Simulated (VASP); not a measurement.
GaSb: band structure with HSE06

The system is GaSb.

```
CELL_PARAMETERS angstrom
0.00000 3.05740 3.05740
3.05740 0.00000 3.05740
3.05740 3.05740 0.00000
ATOMIC_POSITIONS crystal
Ga 0.00000 0.00000 0.00000
Sb 0.25000 0.25000 0.25000
```

The cell was built by a generator and needn't be a form met in nature.

| Quantity | Value |
| --- | --- |
| Program | VASP 6.6.1 |
| Task | band structure |
| Functional | HSE06 |
| Potentials or basis | VASP PAW PBE potentials, release 64 (Ga_d, Sb) |
| Cutoff | 520 eV |
| k mesh | 4 × 4 × 4 |
| Occupations | gaussian, width 0.03 eV |
| Spin | spin-orbit coupling, no magnetisation |
| Grid for exact exchange (PRECFOCK) | Fast |
| Screening parameter | 0.2 1/A |
| Further INCAR settings | ALGO = Normal; EDIFF = 1e-06; NBANDS = 32 |

| Item | Value |
| --- | --- |
| Pressure | 0.4 GPa |
| Valence electrons inside the program's atomic spheres | Ga 11.60; Sb 2.74 |

It took 12 min on 2 MPI ranks on Intel(R) Xeon(R) 6975P-C (Granite Rapids), with other jobs on the host, peak memory 0.44 GiB a rank.

Caveat: the k mesh is coarse (spacing up to 0.44 Å⁻¹), so the values aren't converged, least of all with exact exchange; the PAW data sets were made with another functional, which shifts forces and pressure a little.
